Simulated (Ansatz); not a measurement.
# Mo(100) with 4 layers of random Mo-Ru, 2x2: scattering by chemical disorder

How strongly does chemical disorder scatter in Mo(100) with 4 layers of random Mo-Ru, 2x2?

Main program and level: Ansatz 0.2.0; Ansatz plane-wave DFT, PBE, PAW files; ballistic transport by layer matching (Landauer), zero bias; PAW set soft_1.

### Step 1. The structure

The cell holds 56 atoms: 44 Mo and 12 Ru. Cell: a = 6.294 Å, b = 6.294 Å, c = 22.029 Å, α = 90.0°, β = 90.0°, γ = 90.0°. It derives from Mo. Regions: lead, 40 atoms (40 Mo); scattering region, 16 atoms (12 Ru and 4 Mo). The structure is stacked along c, and the current runs across the ab planes.

### Step 2. With 4 alloy layers

In 4 layers a share of 0.75 of the sites is given to Ru at random. The layers about the cell's end stay perfect and serve as the lead. Energies from -0.05 to 0.05 eV in steps of 0.05 eV are too few for the program's thermal sum, so it prints no conductance; for a metal the transmission near the Fermi level serves, at a fraction of the cost.

The input, input.yaml:

```yaml
crystal:
  lattice:
    - [6.294, 0.0, 0.0]
    - [0.0, 6.294, 0.0]
    - [0.0, 0.0, 22.029]
  atoms:
    - { symbol: Mo, position: [0.0, 0.0, 0.0357142857] }
    - { symbol: Mo, position: [0.0, 0.5, 0.0357142857] }
    - { symbol: Mo, position: [0.5, 0.0, 0.0357142857] }
    - { symbol: Mo, position: [0.5, 0.5, 0.0357142857] }
    - { symbol: Mo, position: [0.25, 0.25, 0.1071428571] }
    - { symbol: Mo, position: [0.25, 0.75, 0.1071428571] }
    - { symbol: Mo, position: [0.75, 0.25, 0.1071428571] }
    - { symbol: Mo, position: [0.75, 0.75, 0.1071428571] }
    - { symbol: Mo, position: [0.0, 0.0, 0.1785714286] }
    - { symbol: Mo, position: [0.0, 0.5, 0.1785714286] }
    - { symbol: Mo, position: [0.5, 0.0, 0.1785714286] }
    - { symbol: Mo, position: [0.5, 0.5, 0.1785714286] }
    - { symbol: Mo, position: [0.25, 0.25, 0.25] }
    - { symbol: Mo, position: [0.25, 0.75, 0.25] }
    - { symbol: Mo, position: [0.75, 0.25, 0.25] }
    - { symbol: Mo, position: [0.75, 0.75, 0.25] }
    - { symbol: Mo, position: [0.0, 0.0, 0.3214285714] }
    - { symbol: Mo, position: [0.0, 0.5, 0.3214285714] }
    - { symbol: Mo, position: [0.5, 0.0, 0.3214285714] }
    - { symbol: Mo, position: [0.5, 0.5, 0.3214285714] }
    - { symbol: Ru, position: [0.25, 0.25, 0.3928571429] }
    - { symbol: Mo, position: [0.25, 0.75, 0.3928571429] }
    - { symbol: Ru, position: [0.75, 0.25, 0.3928571429] }
    - { symbol: Ru, position: [0.75, 0.75, 0.3928571429] }
    - { symbol: Ru, position: [0.0, 0.0, 0.4642857143] }
    - { symbol: Mo, position: [0.0, 0.5, 0.4642857143] }
    - { symbol: Ru, position: [0.5, 0.0, 0.4642857143] }
    - { symbol: Ru, position: [0.5, 0.5, 0.4642857143] }
    - { symbol: Ru, position: [0.25, 0.25, 0.5357142857] }
    - { symbol: Ru, position: [0.25, 0.75, 0.5357142857] }
    - { symbol: Mo, position: [0.75, 0.25, 0.5357142857] }
    - { symbol: Ru, position: [0.75, 0.75, 0.5357142857] }
    - { symbol: Ru, position: [0.0, 0.0, 0.6071428571] }
    - { symbol: Ru, position: [0.0, 0.5, 0.6071428571] }
    - { symbol: Mo, position: [0.5, 0.0, 0.6071428571] }
    - { symbol: Ru, position: [0.5, 0.5, 0.6071428571] }
    - { symbol: Mo, position: [0.25, 0.25, 0.6785714286] }
    - { symbol: Mo, position: [0.25, 0.75, 0.6785714286] }
    - { symbol: Mo, position: [0.75, 0.25, 0.6785714286] }
    - { symbol: Mo, position: [0.75, 0.75, 0.6785714286] }
    - { symbol: Mo, position: [0.0, 0.0, 0.75] }
    - { symbol: Mo, position: [0.0, 0.5, 0.75] }
    - { symbol: Mo, position: [0.5, 0.0, 0.75] }
    - { symbol: Mo, position: [0.5, 0.5, 0.75] }
    - { symbol: Mo, position: [0.25, 0.25, 0.8214285714] }
    - { symbol: Mo, position: [0.25, 0.75, 0.8214285714] }
    - { symbol: Mo, position: [0.75, 0.25, 0.8214285714] }
    - { symbol: Mo, position: [0.75, 0.75, 0.8214285714] }
    - { symbol: Mo, position: [0.0, 0.0, 0.8928571429] }
    - { symbol: Mo, position: [0.0, 0.5, 0.8928571429] }
    - { symbol: Mo, position: [0.5, 0.0, 0.8928571429] }
    - { symbol: Mo, position: [0.5, 0.5, 0.8928571429] }
    - { symbol: Mo, position: [0.25, 0.25, 0.9642857143] }
    - { symbol: Mo, position: [0.25, 0.75, 0.9642857143] }
    - { symbol: Mo, position: [0.75, 0.25, 0.9642857143] }
    - { symbol: Mo, position: [0.75, 0.75, 0.9642857143] }
kpoints:
  mp_grid: { grid: [4, 4, 1] }
hamiltonian:
  xc: pbe
  pseudopotentials: { kind: paw, azcp: { folder: soft_1 } }
scf:
  occupations: { method: fermi_dirac, width: 0.1 }
output:
  transmission: { leads: [[0, 4]], kmesh: [8, 8], e_range: [-0.05, 0.05], de: 0.05 }
  write_potential: true
  write_density: true
  volumetric_format: npy
```

Started as:

```sh
$ ansatz run input.yaml --threads 4 --pin off --max-ram 15360MiB --backend cpu --events-out ev --progress --plain --runs-dir out
```

Numbers of over 12 decimals in the logs are rounded to 6 here.

The log of the run:

```text
Engine: ansatz 0.2.0, aarch64-unknown-linux-gnu
Pseudopotentials: kind: paw
Pseudopotential: Mo, paw, valence charge 14, recommended cutoff 420 eV (normal), soft_1/Mo.paw.azcp
Pseudopotential: Ru, paw, valence charge 16, recommended cutoff 420 eV (normal), soft_1/Ru.paw.azcp
Functional definition: PBE
  parameter kappa = 0.804
  parameter beta = 0.066725
  exchange = pbe_x(kappa = kappa, mu = beta*pi^2/3)
  correlation = pbe_c(beta = beta)
Crystal: 56 atoms, lattice volume = 872.666 Å³
Basis set: ecut = 420 eV, 17109 PW (Γ)
Bands: 485, of which v1, the nominal top of the filled ones, is band 404 counted from 1 (403 counted from 0)
Symmetry: 4 space group operations
Space group: C2/m (ITA 12), of the structure as read, at distance tolerance 9.6e-5 Å
k-points: 7 of 16
Non-local potential: Mo, projectors of the file, l = 0: 3, l = 1: 2, l = 2: 2, l = 3: 1
Non-local potential: Ru, projectors of the file, l = 0: 3, l = 1: 2, l = 2: 2, l = 3: 1
PAW form: soft (Blöchl's): semilocal exchange-correlation on the pseudo side does not see the compensation charge
PAW one-centre angular grid: Mo, 590 points (default); XC on 64 Gauss nodes
PAW one-centre angular grid: Ru, 590 points (default); XC on 64 Gauss nodes
Initial density: superposition of atomic densities (chi_scale 0.1, normalization cell, long waves 4 % of neutral atoms (reshape's long-wave potential 1.04 eV rms, cloud 3.00 Å wide))
Initial wavefunctions: pseudopotential atomic-orbital guess
Functional: x = pbe(κ = 0.804, μ = 0.219515), c = pbe(β = 0.066725)
SCF iter   1: F=—  HF=-288693.950487 eV  |F-HF|=—  |Δ(HF+E_count)|=         —  Δρ=1.73e-1  dr2=6.97e3  ethr=3.10e-3  ⟨swp⟩=4.9  Hψ=10656  notcnv=0
preconditioner: auto → Kerker (q_TF=auto, 2.694 Å⁻¹)  [metal: Δε(μ)=0.001 eV  Ē_g=4.589 eV  σ=0.100 eV  W_gap=0.00  n_scr=294 (ndim 8)  ℏωp=23.8 eV  f_vac=0.000  D(μ)=47.20/eV (n_scr^D=432)]
SCF iter   2: F=—  HF=-288625.616115 eV  |F-HF|=—  |Δ(HF+E_count)|=    6.83e1  Δρ=8.06e-2  dr2=1.92e3  ethr=3.10e-3  ⟨swp⟩=2.4  Hψ=7255  notcnv=0
SCF iter   3: F=—  HF=-288607.923812 eV  |F-HF|=—  |Δ(HF+E_count)|=    1.77e1  Δρ=5.16e-2  dr2=1.17e2  ethr=3.10e-3  ⟨swp⟩=3.1  Hψ=6809  notcnv=0
SCF iter   4: F=—  HF=-288606.763534 eV  |F-HF|=—  |Δ(HF+E_count)|=    1.16e0  Δρ=4.06e-2  dr2=1.93e2  ethr=3.10e-3  ⟨swp⟩=2.0  Hψ=6783  notcnv=0
SCF iter   5: F=—  HF=-288605.249217 eV  |F-HF|=—  |Δ(HF+E_count)|=    1.51e0  Δρ=1.77e-2  dr2=3.72e1  ethr=3.10e-3  ⟨swp⟩=1.1  Hψ=3546  notcnv=0
SCF iter   6: F=—  HF=-288604.899410 eV  |F-HF|=—  |Δ(HF+E_count)|=   3.50e-1  Δρ=2.08e-3  dr2=7.17e-1  ethr=3.10e-3  ⟨swp⟩=1.3  Hψ=3563  notcnv=0
SCF iter   7: F=—  HF=-288604.896000 eV  |F-HF|=—  |Δ(HF+E_count)|=   3.41e-3  Δρ=1.79e-4  dr2=3.80e-3  ethr=8.87e-5  ⟨swp⟩=1.4  Hψ=3726  notcnv=0
SCF iter   8: F=—  HF=-288604.896136 eV  |F-HF|=—  |Δ(HF+E_count)|=   1.36e-4  Δρ=7.49e-5  dr2=6.56e-4  ethr=4.70e-7  ⟨swp⟩=2.0  Hψ=3566  notcnv=0
SCF iter   9: F=—  HF=-288604.896144 eV  |F-HF|=—  |Δ(HF+E_count)|=   7.90e-6  Δρ=3.39e-5  dr2=1.15e-4  ethr=8.11e-8  ⟨swp⟩=1.0  Hψ=3395  notcnv=0
SCF iter  10: F=—  HF=-288604.896144 eV  |F-HF|=—  |Δ(HF+E_count)|=   6.10e-7  Δρ=2.58e-6  dr2=2.74e-7  ethr=1.43e-8  ⟨swp⟩=1.1  Hψ=3396  notcnv=0
SCF iter  11: F=—  HF=-288604.895266 eV  |F-HF|=—  |Δ(HF+E_count)|=   8.77e-4  Δρ=7.18e-7  dr2=1.10e-8  ethr=1.24e-11  ⟨swp⟩=6.0  Hψ=9618  notcnv=0
SCF iter  12: F=-288604.895266 eV  HF=-288604.895266 eV  |F-HF|=6.98e-10  |Δ(HF+E_count)|=  1.16e-10  Δρ=2.63e-7  dr2=8.57e-10  ethr=1.36e-12  ⟨swp⟩=1.0  Hψ=7961  notcnv=0
SCF 1 converged in 12 iterations: F = -288604.895266 eV  dr2 = 8.57e-10
  greatest PAW one-centre occupation: 1.000 electrons in one spin orbital (limit 2), on the Ru atom at site 33 (counted from 0), in its partial waves of l = 0
transmission: 98 of 966 steps passed
transmission: 196 of 966 steps passed
[...]
transmission: 966 of 966 steps passed
SCF converged after 12 iterations
Free energy (F): -288604.895266 eV
Harris-Foulkes:  -288604.895266 eV  (|F-HF|=6.98e-10)
Internal energy: -288602.921119 eV  (E = F + TS)
E sigma→0 (E₀):  -288603.908193 eV
Entropy (-TS):   -1.974147 eV (-35.253 meV/atom)
Fermi energy:    20.899234 eV
--- Per-component energies (eV) ---
  E_band       = -3645.655775
  E_kinetic    = 24059.680624
  E_local      = -53449.834415  (includes V_loc(G=0)·N_el)
  E_nonlocal   = 11478.729701
  E_hartree    = 18479.281908
  E_xc         = -9781.011441
  E_vxc        = -12229.151541  (∫ρ·V_xc dr)
  E_paw        = -183338.852559  (= ΣΔE_a)
  E_vpaw       = -10463.653683  (= ΣTr[D̂ρ^β])
  E_aug_tail   = 0.010106  (compensation charges beyond the density's cutoff)
  E_ewald      = -96050.925043
  E_smearing   = -1.974147  (= −TS)
  E_closure    = -0.000000  (closes the sum)
  Σ components = -288604.895266   (vs F -288604.895266, Δ=0.00e0)
--- Band table (eV; the first three rows and the last of 7) ---
  k-point 0: bands = [... 400 lower, 21.0762, 21.0798, 21.0841, 21.0977, 21.1821, 21.1894, 21.2119, 21.2291, ... 77 higher]
  k-point 1: bands = [... 400 lower, 20.8100, 20.8161, 20.8494, 20.8626, 20.8767, 20.9025, 20.9154, 20.9286, ... 77 higher]
  k-point 2: bands = [... 400 lower, 20.7064, 20.8055, 20.8196, 20.8765, 20.9080, 20.9153, 20.9271, 20.9555, ... 77 higher]
  k-point 6: bands = [... 400 lower, 20.8155, 20.8201, 20.8643, 20.8683, 20.9020, 21.0448, 21.0929, 21.1169, ... 77 higher]
--- Transmission ---
  basis      : 349 plane waves across, 46 finite elements along
  points     : 21, standing for a mesh of 8 x 8
  energies   : 3 from -0.050000 to 0.050000 eV about the Fermi level, 0.050000 eV apart; the leads are filled to 0.000000 eV, and channels, transmission and decay are at 0.000000 eV
  crystal 0  : Mo4, at the sites [0, 4], period 1.5735 Å, over 15.73 Å; its Hamiltonian steps by up to 13.5 meV
    offset         : up to 0.0000 Å between an atom of the period and one for which it stands
    channels       : 6.593750e0 a spin
    conductance    : none, the energies end too early or step too widely for 300 K: set another output.transmission.e_range or a lower de, or, where they end at an eighth of basis.ecutwfc, a higher one
    slowest decay  : 0.0479 /Å at (0.5000, 0.3750)
  junction   : crystal 0 to crystal 0, 0.70 to 21.15 Å
    transmission   : 3.608751e0 a spin
    conductance    : none, the energies end too early or step too widely for 300 K: set another output.transmission.e_range or a lower de, or, where they end at an eighth of basis.ecutwfc, a higher one
```

Wall time 8.4 min (4 threads of Arm Neoverse V1, shared host); peak memory 7.9 GiB.

Numbers from this step:

```
free energy                                    : -288604.8953 eV
energy at zero smearing                        : -288603.9082 eV
Fermi energy                                   : 20.90 eV
cell area                                      : 39.61 Å²
transmission per spin nearest the Fermi level  : 3.609
open channels per spin nearest the Fermi level : 6.594
step of the lead's potential                   : 13.5 meV
```

Per spin. Table of transmission, zone mean by energy, zero at the Fermi level:

```
energy (eV)  transmission, zone mean
    -0.0500                     3.62
     0.0000                     3.61
     0.0500                     3.67
```

Per spin. Table of open channels, zone mean, lead by energy, zero at the Fermi level:

| energy (eV) | open channels, zone mean, lead |
| --- | --- |
| -0.0500 | 6.59 |
| 0.0000 | 6.59 |
| 0.0500 | 6.84 |

Transmission over k1 and k2. At 0.0000 eV from the Fermi level.

Ten even steps from '0' (0.00) to '9' (8.90):
```
00134310
11268621
23689863
34899984
23689863
11268621
00134310
00123210
```
Columns: k1 (b1) from -0.5 to 0.375; rows upwards: k2 (b2) from -0.5 to 0.375.

Open channels over k1 and k2. At 0.0000 eV from the Fermi level.

Ten even steps from '0' (0.0) to '9' (15.0):
```
00134310
21379731
23799973
24999994
23799973
21379731
00134310
00222220
```
Columns: k1 (b1) from -0.5 to 0.375; rows upwards: k2 (b2) from -0.5 to 0.375.

Over the solved energies the transmission per spin lies between 3.61 and 3.67, out of 6.68 channels of the lead on average (up to 6.84).

### Step 3. With 8 alloy layers

In 8 layers a share of 0.75 of the sites is given to Ru at random. A fresh draw is used; the growth of the resistance with length is what counts.

System of this step: Mo(100) with 8 layers of random Mo-Ru, 2x2. The cell holds 72 atoms: 48 Mo and 24 Ru. Its edges and angles: a = 6.294 Å, b = 6.294 Å, c = 28.323 Å, α = 90.0°, β = 90.0°, γ = 90.0°. It derives from Mo. Regions: lead, 40 atoms (40 Mo); scattering region, 32 atoms (8 Mo and 24 Ru). The structure is stacked along c, and the current runs across the ab planes.

The input, input.yaml:

```yaml
crystal:
  lattice:
    - [6.294, 0.0, 0.0]
    - [0.0, 6.294, 0.0]
    - [0.0, 0.0, 28.323]
  atoms:
    - { symbol: Mo, position: [0.0, 0.0, 0.0277777778] }
    - { symbol: Mo, position: [0.0, 0.5, 0.0277777778] }
    - { symbol: Mo, position: [0.5, 0.0, 0.0277777778] }
    - { symbol: Mo, position: [0.5, 0.5, 0.0277777778] }
    - { symbol: Mo, position: [0.25, 0.25, 0.0833333333] }
    - { symbol: Mo, position: [0.25, 0.75, 0.0833333333] }
    - { symbol: Mo, position: [0.75, 0.25, 0.0833333333] }
    - { symbol: Mo, position: [0.75, 0.75, 0.0833333333] }
    - { symbol: Mo, position: [0.0, 0.0, 0.1388888889] }
    - { symbol: Mo, position: [0.0, 0.5, 0.1388888889] }
    - { symbol: Mo, position: [0.5, 0.0, 0.1388888889] }
    - { symbol: Mo, position: [0.5, 0.5, 0.1388888889] }
    - { symbol: Mo, position: [0.25, 0.25, 0.1944444444] }
    - { symbol: Mo, position: [0.25, 0.75, 0.1944444444] }
    - { symbol: Mo, position: [0.75, 0.25, 0.1944444444] }
    - { symbol: Mo, position: [0.75, 0.75, 0.1944444444] }
    - { symbol: Mo, position: [0.0, 0.0, 0.25] }
    - { symbol: Mo, position: [0.0, 0.5, 0.25] }
    - { symbol: Mo, position: [0.5, 0.0, 0.25] }
    - { symbol: Mo, position: [0.5, 0.5, 0.25] }
    - { symbol: Mo, position: [0.25, 0.25, 0.3055555556] }
    - { symbol: Ru, position: [0.25, 0.75, 0.3055555556] }
    - { symbol: Ru, position: [0.75, 0.25, 0.3055555556] }
    - { symbol: Ru, position: [0.75, 0.75, 0.3055555556] }
    - { symbol: Ru, position: [0.0, 0.0, 0.3611111111] }
    - { symbol: Ru, position: [0.0, 0.5, 0.3611111111] }
    - { symbol: Ru, position: [0.5, 0.0, 0.3611111111] }
    - { symbol: Mo, position: [0.5, 0.5, 0.3611111111] }
    - { symbol: Ru, position: [0.25, 0.25, 0.4166666667] }
    - { symbol: Ru, position: [0.25, 0.75, 0.4166666667] }
    - { symbol: Ru, position: [0.75, 0.25, 0.4166666667] }
    - { symbol: Mo, position: [0.75, 0.75, 0.4166666667] }
    - { symbol: Ru, position: [0.0, 0.0, 0.4722222222] }
    - { symbol: Ru, position: [0.0, 0.5, 0.4722222222] }
    - { symbol: Mo, position: [0.5, 0.0, 0.4722222222] }
    - { symbol: Ru, position: [0.5, 0.5, 0.4722222222] }
    - { symbol: Ru, position: [0.25, 0.25, 0.5277777778] }
    - { symbol: Ru, position: [0.25, 0.75, 0.5277777778] }
    - { symbol: Ru, position: [0.75, 0.25, 0.5277777778] }
    - { symbol: Ru, position: [0.75, 0.75, 0.5277777778] }
    - { symbol: Mo, position: [0.0, 0.0, 0.5833333333] }
    - { symbol: Ru, position: [0.0, 0.5, 0.5833333333] }
    - { symbol: Mo, position: [0.5, 0.0, 0.5833333333] }
    - { symbol: Ru, position: [0.5, 0.5, 0.5833333333] }
    - { symbol: Ru, position: [0.25, 0.25, 0.6388888889] }
    - { symbol: Ru, position: [0.25, 0.75, 0.6388888889] }
    - { symbol: Ru, position: [0.75, 0.25, 0.6388888889] }
    - { symbol: Ru, position: [0.75, 0.75, 0.6388888889] }
    - { symbol: Ru, position: [0.0, 0.0, 0.6944444444] }
    - { symbol: Ru, position: [0.0, 0.5, 0.6944444444] }
    - { symbol: Mo, position: [0.5, 0.0, 0.6944444444] }
    - { symbol: Mo, position: [0.5, 0.5, 0.6944444444] }
    - { symbol: Mo, position: [0.25, 0.25, 0.75] }
    - { symbol: Mo, position: [0.25, 0.75, 0.75] }
    - { symbol: Mo, position: [0.75, 0.25, 0.75] }
    - { symbol: Mo, position: [0.75, 0.75, 0.75] }
    - { symbol: Mo, position: [0.0, 0.0, 0.8055555556] }
    - { symbol: Mo, position: [0.0, 0.5, 0.8055555556] }
    - { symbol: Mo, position: [0.5, 0.0, 0.8055555556] }
    - { symbol: Mo, position: [0.5, 0.5, 0.8055555556] }
    - { symbol: Mo, position: [0.25, 0.25, 0.8611111111] }
    - { symbol: Mo, position: [0.25, 0.75, 0.8611111111] }
    - { symbol: Mo, position: [0.75, 0.25, 0.8611111111] }
    - { symbol: Mo, position: [0.75, 0.75, 0.8611111111] }
    - { symbol: Mo, position: [0.0, 0.0, 0.9166666667] }
    - { symbol: Mo, position: [0.0, 0.5, 0.9166666667] }
    - { symbol: Mo, position: [0.5, 0.0, 0.9166666667] }
    - { symbol: Mo, position: [0.5, 0.5, 0.9166666667] }
    - { symbol: Mo, position: [0.25, 0.25, 0.9722222222] }
    - { symbol: Mo, position: [0.25, 0.75, 0.9722222222] }
    - { symbol: Mo, position: [0.75, 0.25, 0.9722222222] }
    - { symbol: Mo, position: [0.75, 0.75, 0.9722222222] }
kpoints:
  mp_grid: { grid: [4, 4, 1] }
hamiltonian:
  xc: pbe
  pseudopotentials: { kind: paw, azcp: { folder: soft_1 } }
scf:
  occupations: { method: fermi_dirac, width: 0.1 }
output:
  transmission: { leads: [[0, 4]], kmesh: [8, 8], e_range: [-0.05, 0.05], de: 0.05 }
  write_potential: true
  write_density: true
  volumetric_format: npy
```

The log of the run:

```text
[...]
Crystal: 72 atoms, lattice volume = 1122.000 Å³
Basis set: ecut = 420 eV, 21955 PW (Γ)
Bands: 634, of which v1, the nominal top of the filled ones, is band 528 counted from 1 (527 counted from 0)
Symmetry: 1 space group operations
[...]
k-points: 10 of 16 (time reversal used)
[...]
SCF iter   1: F=—  HF=-379019.305059 eV  |F-HF|=—  |Δ(HF+E_count)|=         —  Δρ=1.27e-1  dr2=1.86e3  ethr=3.10e-3  ⟨swp⟩=4.9  Hψ=19281  notcnv=0
[...]
SCF iter  10: F=-378966.572503 eV  HF=-378966.572503 eV  |F-HF|=8.50e-9  |Δ(HF+E_count)|=   4.54e-9  Δρ=9.08e-7  dr2=1.15e-8  ethr=9.47e-12  ⟨swp⟩=6.9  Hψ=17645  notcnv=0
SCF 1 converged in 10 iterations: F = -378966.572503 eV  dr2 = 1.15e-8
[...]
transmission: 192 of 1904 steps passed
transmission: 381 of 1904 steps passed
[...]
transmission: 1904 of 1904 steps passed
SCF converged after 10 iterations
Free energy (F): -378966.572503 eV
[...]
Internal energy: -378963.426117 eV  (E = F + TS)
E sigma→0 (E₀):  -378964.999310 eV
Entropy (-TS):   -3.146385 eV (-43.700 meV/atom)
Fermi energy:    20.739995 eV
[...]
--- Band table (eV; the first three rows and the last of 10) ---
  k-point 0: bands = [... 524 lower, 20.8649, 20.8708, 20.8890, 20.9026, 20.9164, 20.9271, 20.9395, 20.9516, ... 102 higher]
  k-point 1: bands = [... 524 lower, 20.6933, 20.7026, 20.7242, 20.7469, 20.7554, 20.7632, 20.7725, 20.7854, ... 102 higher]
  k-point 2: bands = [... 524 lower, 20.6423, 20.6484, 20.6759, 20.7075, 20.7176, 20.7532, 20.7648, 20.7758, ... 102 higher]
  k-point 9: bands = [... 524 lower, 20.7107, 20.7213, 20.7365, 20.7565, 20.7939, 20.8076, 20.8238, 20.8427, ... 102 higher]
--- Transmission ---
  basis      : 349 plane waves across, 56 finite elements along
  points     : 34, standing for a mesh of 8 x 8
[...]
channels       : 6.531250e0 a spin
[...]
slowest decay  : 0.0486 /Å at (0.5000, 0.3750)
  junction   : crystal 0 to crystal 0, 0.70 to 27.45 Å
    transmission   : 2.834191e0 a spin
[...]
```

Elapsed: 23 min, on 4 threads; peak memory 8.1 GiB; 88 min of CPU time.

Numbers from this step:

```
free energy                                    : -378966.5725 eV
energy at zero smearing                        : -378964.9993 eV
Fermi energy                                   : 20.74 eV
transmission per spin nearest the Fermi level  : 2.834
open channels per spin nearest the Fermi level : 6.531
step of the lead's potential                   : 9.7 meV
```

Per spin. Table of transmission, zone mean by energy, zero at the Fermi level:

```csv
energy (eV),"transmission, zone mean"
-0.0500,2.93
0.0000,2.83
0.0500,2.87
```

Over the solved energies the transmission per spin lies between 2.83 and 2.93, out of 6.66 channels of the lead on average (up to 6.84).

(Part 1 of 2 ends here.)

[Logs are printed without paths, hosts, clocks, repeated set-up lines and the standing remarks that a program may print on its own settings, such as how far it seeks lower states.]

[Hosts, paths, dates, database ids (printed as entryN), source tags and the programs' standing remarks are cut or masked in the printed files.]
